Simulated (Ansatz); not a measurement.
# PtSe2 (Sudovikovite) (P-3m1) in Ansatz: notebook

One crystal, PtSe2 (Sudovikovite), is run at these levels: PBEsol; tasks: density of states, phonons, elastic constants.

Everything below comes from runs of Ansatz 0.2.0. Logs are shortened: lines on timing, memory, paths and dates and some standing lists are left out, and cuts for length are marked.

**1. Starting point**

It takes space group P-3m1 (No. 164, trigonal). Conventional cell: a = 3.724 Å, b = 3.724 Å, c = 5.062 Å, α = 90.00°, β = 90.00°, γ = 120.00°. Pt (site symmetry -3m) is surrounded by 6 Se at 2.49 Å. Around Se (site symmetry 3m) lie 3 Pt at 2.49 Å.

**2. Density of states, PBEsol**

input.yaml

```yaml
crystal:
  lattice:
    - [3.724, 0.0, 0.0]
    - [-1.862, 3.2250786037, 0.0]
    - [0.0, 0.0, 5.062]
  atoms:
    - { symbol: Pt, position: [0.0, 0.0, 0.0] }
    - { symbol: Se, position: [0.6666666667, 0.3333333333, 0.75] }
    - { symbol: Se, position: [0.3333333333, 0.6666666667, 0.25] }
kpoints:
  mp_grid: { grid: [8, 8, 5] }
scf:
  occupations: { method: fermi_dirac, width: 0.05 }
hamiltonian:
  xc: pbesol
  pseudopotentials: { kind: all_electron, datasets: crystal }
output:
  forces: true
  stress: true
  eigenvalues: true
  dos: { projected: false, de: 0.1, e_range: [-20, 6] }
```

Potentials or basis: all-electron PAW datasets made for the crystal.

The run is started by

```
$ ansatz run input.yaml --threads 2 --pin off --max-ram 8192MiB --backend cpu --events-out ev --progress --plain --runs-dir out
```

The log of the run:

```text
Warning: RAYON_NUM_THREADS=2 ignored (pool sized by the plan → 2); use --threads N
hamiltonian.pseudopotentials.datasets: crystal makes datasets for this crystal and solves the spheres of its atoms anew in each pass: cutoff 360.0 eV, the density's 1440.0 eV; for an error of 0.50 meV an atom under PBE, 1.5 meV for the cell; an energy difference from a run of another recipe may be off by several times the error for the cell, under r2SCAN by more, where some 0.1 meV an atom stays at smaller errors; Se in spheres of 1.286 Å, 16 of its electrons in bands; Pt in spheres of 1.201 Å, 18 of its electrons in bands, 14 on its site; only band paths and densities of states list, in semicore columns, the levels of the semicore shells that are solved separately: 4f of Pt
Engine: ansatz 0.2.0, aarch64-unknown-linux-gnu
Pseudopotentials: kind: all_electron
Pseudopotential: Pt, paw, valence charge 32, recommended cutoff 360 eV (normal), crystal/all_electron/pbesol/scalar/gaussian/Pt, Koelling and Harmon's equation, gaussian nucleus
Pseudopotential: Se, paw, valence charge 16, recommended cutoff 360 eV (normal), crystal/all_electron/pbesol/scalar/gaussian/Se, Koelling and Harmon's equation, gaussian nucleus
Functional definition: PBEsol
  exchange = pbesol_x
  correlation = pbesol_c
Crystal: 3 atoms, lattice volume = 60.796 Å³
Basis set: ecut = 360 eV, 939 PW (Γ), exchange–correlation on 48×48×64 points (8 copies of the dense FFT grid, shifted against one another)
Bands: 30, of which v1, the nominal top of the filled ones, is band 25 counted from 1 (24 counted from 0)
Symmetry: 12 space group operations
Space group: P-3m1 (ITA 164), of the structure as read, at distance tolerance 3.9e-5 Å
k-points: 40 of 320
Non-local potential: Pt, projectors of the file, l = 0: 2, l = 1: 2, l = 2: 2
Non-local potential: Se, projectors of the file, l = 0: 1, l = 1: 1, l = 2: 3
PAW form: soft (Blöchl's): semilocal exchange-correlation on the pseudo side does not see the compensation charge
PAW one-centre angular grid: Pt, 590 points (default); XC on its mesh's 1771 points in the sphere
PAW one-centre angular grid: Se, 590 points (default); XC on its mesh's 1881 points in the sphere
Initial density: superposition of atomic densities (neutral atoms: chi_scale 0, normalization atom)
Initial wavefunctions: pseudopotential atomic-orbital guess
Functional: x = pbesol(κ = 0.804, μ = 0.12345679012345678), c = pbesol(β = 0.046)
iter 1 solved again at ethr=9.21e-3 eV; its pass at ethr=1.00e-1 eV (dr2=4.61e0 eV) is discarded
SCF iter   1: F=—  HF=-632981.824123 eV  |F-HF|=—  |Δ(HF+E_count)|=         —  Δρ=8.53e-2  dr2=5.05e0  ethr=9.21e-3  ⟨swp⟩=3.4  Hψ=5967  notcnv=0
preconditioner: auto → Resta (q_TF=auto, 2.641 Å⁻¹)  ε∞=6.0  [insulator: Δε(μ)=0.505 eV  Ē_g=9.979 eV  σ=0.050 eV  W_gap=0.97  n_scr=22 (ndim 8)  ℏωp=22.3 eV  f_vac=0.018  D(μ)=0.01/eV (n_scr^D=0)  ε∞_Penn≈6.0]
iter 2 solved again at ethr=2.70e-4 eV; its pass at ethr=9.21e-3 eV (dr2=1.35e-1 eV) is discarded
SCF iter   2: F=—  HF=-632981.007531 eV  |F-HF|=—  |Δ(HF+E_count)|=   8.17e-1  Δρ=2.08e-2  dr2=1.37e-1  ethr=2.70e-4  ⟨swp⟩=3.4  Hψ=5204  notcnv=0  defer=15
preconditioner: auto → LDOS  [metal: Δε(μ)=0.125 eV  Ē_g=10.107 eV  σ=0.050 eV  W_gap=0.48  n_scr=22 (ndim 8)  ℏωp=22.3 eV  f_vac=0.020  D(μ)=0.77/eV (n_scr^D=2)  β→1.0]
SCF iter   3: F=—  HF=-632980.985595 eV  |F-HF|=—  |Δ(HF+E_count)|=   2.19e-2  Δρ=5.29e-3  dr2=9.89e-3  ethr=2.70e-4  ⟨swp⟩=3.3  Hψ=2844  notcnv=0  defer=5
SCF iter   4: F=—  HF=-632980.992712 eV  |F-HF|=—  |Δ(HF+E_count)|=   7.12e-3  Δρ=4.20e-3  dr2=2.13e-2  ethr=1.98e-5  ⟨swp⟩=3.2  Hψ=3155  notcnv=0  defer=2
SCF iter   5: F=—  HF=-632980.991734 eV  |F-HF|=—  |Δ(HF+E_count)|=   9.77e-4  Δρ=6.88e-4  dr2=4.75e-4  ethr=1.98e-5  ⟨swp⟩=3.1  Hψ=2907  notcnv=0
SCF iter   6: F=—  HF=-632980.992126 eV  |F-HF|=—  |Δ(HF+E_count)|=   3.92e-4  Δρ=5.34e-4  dr2=4.64e-4  ethr=9.51e-7  ⟨swp⟩=2.1  Hψ=5854  notcnv=0  defer=1
SCF iter   7: F=—  HF=-632980.991983 eV  |F-HF|=—  |Δ(HF+E_count)|=   1.44e-4  Δρ=2.00e-4  dr2=3.00e-5  ethr=9.29e-7  ⟨swp⟩=3.0  Hψ=2524  notcnv=0
SCF iter   8: F=—  HF=-632980.991997 eV  |F-HF|=—  |Δ(HF+E_count)|=   1.47e-5  Δρ=2.99e-4  dr2=6.66e-5  ethr=6.00e-8  ⟨swp⟩=3.4  Hψ=2517  notcnv=0  defer=1
SCF iter   9: F=—  HF=-632980.991980 eV  |F-HF|=—  |Δ(HF+E_count)|=   1.72e-5  Δρ=2.70e-5  dr2=3.30e-7  ethr=6.00e-8  ⟨swp⟩=3.0  Hψ=2768  notcnv=0  defer=1
SCF iter  10: F=—  HF=-632980.991980 eV  |F-HF|=—  |Δ(HF+E_count)|=   1.66e-7  Δρ=7.36e-6  dr2=5.63e-8  ethr=6.61e-10  ⟨swp⟩=4.0  Hψ=3278  notcnv=0
SCF iter  11: F=—  HF=-632980.991980 eV  |F-HF|=—  |Δ(HF+E_count)|=   4.77e-9  Δρ=5.77e-6  dr2=2.00e-8  ethr=1.13e-10  ⟨swp⟩=3.0  Hψ=3040  notcnv=0
SCF iter  12: F=-632980.991980 eV  HF=-632980.991980 eV  |F-HF|=4.66e-9  |Δ(HF+E_count)|=   2.70e-7  Δρ=2.02e-6  dr2=2.43e-9  ethr=4.01e-11  ⟨swp⟩=3.0  Hψ=3177  notcnv=0
SCF 1 converged in 12 iterations: F = -632980.991980 eV  dr2 = 2.43e-9
  Residual-converged pass: ⟨swp⟩=3.0  Hψ=1372  notcnv=0  max |occ|·‖R‖ = 6.4e-6 eV (tolerance 6.5e-6 eV)  dr2=2.45e-9  dr2_onsite=6.90e-9  max |Δocc| = 5.4e-12
SCF converged after 12 iterations
Free energy (F): -632980.991980 eV
Harris-Foulkes:  -632980.991980 eV  (|F-HF|=4.66e-9)
Internal energy: -632980.986036 eV  (E = F + TS)
E sigma→0 (E₀):  -632980.989008 eV
Entropy (-TS):   -0.005944 eV (-1.981 meV/atom)
Past the cutoff: the bands carry plane waves up to 1.75 times it, of which those up to 1.5 times it add -0.000497 eV an atom, each by itself; the spheres take 0.000383 eV an atom off the energy for waves past 1.75 times it
By the cutoff:   a pressure is off by up to 0.008 GPa (1.2 times the spheres' own share and the shells' term, over an atom's volume, and 0.004 GPa: a bound that held against runs at twice the plane waves)
Past the cutoffs: a stress includes 0.0025 GPa for waves and charges beyond them, in addition to the slope of what the spheres take
In the spheres:  the bands' charges fall short by 7.6e-6 e at most (sound up to 1e-3), those of shells solved beside the bands by 1.1e-8 e (sound up to 5e-4)
Fermi energy:    15.041133 eV
--- Per-component energies (eV) ---
  E_band       = -874.200288
  E_kinetic    = 669.824694
  E_local      = -13758.893518  (includes V_loc(G=0)·N_el)
  E_nonlocal   = -2453.422994
  E_hartree    = 6717.334372
  E_xc         = -289.229193
  E_vxc        = -374.189323  (∫ρ·V_xc dr)
  E_paw        = -651409.643626  (= ΣΔE_a)
  E_vpaw       = -36109.193528  (= ΣTr[D̂ρ^β])
  E_ewald      = -10173.968692
  E_smearing   = -0.005944  (= −TS)
  E_closure    = 37717.012921  (closes the sum)
  Σ components = -632980.991980   (vs F -632980.991980, Δ=0.00e0)
  The terms above E_closure are by the made datasets' own strengths, without shells solved beside the bands.
--- Forces (eV/Å), atoms counted from 1 ---
  atom   1  Pt    -0.00000000     0.00000000     0.00000000
  atom   2  Se     0.00000000    -0.00000000    -0.33773264
  atom   3  Se    -0.00000000     0.00000000     0.33773264
  max |Σ_I F_I| component: 2.10e-30 eV/Å
--- Stress (GPa, compression-positive) ---
        2.593530      -0.000000      -0.000000
        0.000000       2.593530       0.000000
       -0.000000       0.000000       1.208158
  P = ⅓ Tr σ = 2.1317 GPa (21.317 kbar)
  It holds what live shells' own plane waves past their cutoff add
--- Band table (eV; the first three rows and the last of 40) ---
  k-point 0: bands = ["-84.5652", "-38.7755", "-38.7755", "-38.6884", "-33.5602", "-33.5602", "-33.5578", "-33.5578", "-33.5470", "-33.5470", "-33.5422", "-33.5422", "-33.5382", "-33.5380", "-0.7293", "2.1146", "7.7730", "8.5007", "8.5007", "10.9769", "10.9769", "12.4214", "13.9416", "13.9416", "15.4181", "16.4726", "16.4726", "18.5004"]
  k-point 1: bands = ["-84.5652", "-38.7755", "-38.7755", "-38.6884", "-33.5601", "-33.5601", "-33.5578", "-33.5578", "-33.5466", "-33.5466", "-33.5425", "-33.5425", "-33.5383", "-33.5379", "-0.5827", "1.7633", "8.2976", "8.5186", "8.5186", "10.9653", "10.9653", "12.3824", "13.7755", "13.7755", "14.5560", "16.7630", "16.7630", "18.8118"]
  k-point 2: bands = ["-84.5652", "-38.7755", "-38.7755", "-38.6884", "-33.5600", "-33.5600", "-33.5579", "-33.5579", "-33.5459", "-33.5459", "-33.5433", "-33.5433", "-33.5384", "-33.5378", "-0.2398", "1.1370", "8.5481", "8.5481", "9.3146", "10.9483", "10.9483", "12.1402", "13.4389", "13.5435", "13.5435", "17.2395", "17.2395", "19.5413"]
  k-point 39: bands = ["-84.5650", "-38.7838", "-38.7813", "-38.6877", "-33.5597", "-33.5594", "-33.5588", "-33.5580", "-33.5460", "-33.5446", "-33.5443", "-33.5439", "-33.5376", "-33.5376", "1.2421", "1.3743", "8.0367", "8.5690", "9.1424", "10.1420", "10.4976", "11.1994", "11.3732", "12.4444", "12.7048", "16.4846", "16.9987", "20.8108"]
```

Run time: 13 s. Hardware: 2 threads of Arm Neoverse V2, shared host; peak memory 0.89 GiB.

What came out:

```yaml
Free_energy: -632980.9920 eV
Pressure: 2.1 GPa
Largest_force: 0.338 eV/Å
Band_gap_on_the_k_mesh: none (metal or under the smearing width)
```

Forces on the atoms (eV/Å):
```
Pt   0.000  0.000  0.000
Se   0.000  0.000 -0.338
Se   0.000  0.000  0.338
```

Levels at points of the mesh, in eV from the Fermi level:
```
            k point  band 22  band 23  band 24  band 25  band 26  band 27  band 28
 (0.00, 0.00, 0.00)    -2.62    -1.10    -1.10     0.38     1.43     1.43     3.46
(0.00, -0.50, 0.00)    -3.60    -3.54    -3.46    -3.03     0.62     2.33     4.71
```

States per cell in windows of 0.5 eV (zero at the Fermi level; states under -8 eV left out):
| from (eV) | total |
| --- | --- |
| -8.0 | 0.08 |
| -7.5 | 0.88 |
| -7.0 | 1.25 |
| -6.5 | 2.06 |
| -6.0 | 1.67 |
| -5.5 | 0.78 |
| -5.0 | 2.13 |
| -4.5 | 1.08 |
| -4.0 | 1.52 |
| -3.5 | 1.55 |
| -3.0 | 1.31 |
| -2.5 | 1.25 |
| -2.0 | 1.30 |
| -1.5 | 0.68 |
| -1.0 | 0.33 |
| -0.5 | 0.12 |
| 0.0 | 0.61 |
| 0.5 | 1.00 |
| 1.0 | 1.35 |
| 1.5 | 1.02 |
| 2.0 | 0.02 |
| 2.5 | 0.00 |
| 3.0 | 0.00 |
| 3.5 | 0.02 |
| 4.0 | 0.62 |
| 4.5 | 1.03 |

Caveat: the program warned that the printed levels may be off, so bands, gaps and densities of states are rough. Spin-orbit coupling is left out, which matters for the levels of Pt.

(Part 1 of 2 ends here.)
